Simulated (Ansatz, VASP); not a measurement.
# CaSe: VASP beside Ansatz

```
CELL_PARAMETERS angstrom
0.00000 2.88716 2.88716
2.88716 0.00000 2.88716
2.88716 2.88716 0.00000
ATOMIC_POSITIONS crystal
Ca 0.00000 0.00000 0.00000
Se 0.50000 0.50000 0.50000
```

Alike in both runs: task single point; functional PBE; k mesh 8 × 8 × 8; occupations gaussian, width 0.02 eV; no spin polarisation.

|  | VASP | Ansatz |
| --- | --- | --- |
| version | VASP 6.6.1 | Ansatz 0.2.0 |
| potentials or method | VASP PAW PBE potentials, release 64 (Ca_sv, Se) | scalar-relativistic, plane waves, PAW |
| plane-wave cutoff (eV) | 520 | 420 |
| valence electrons in the cell | 16 | 26 |

```tsv
	VASP	Ansatz	Ansatz less VASP
gap on the k mesh at the Fermi level (eV)	1.83	1.84	+0.012
least direct gap on the mesh (eV)	2.84	2.85	+0.011
pressure (GPa)	5.7	5.5	-0.24
```

The two sets of potentials don't hold the same shells in valence.

A k mesh can miss the band edges. As with any semilocal functional, this PBE gap is likely too small.
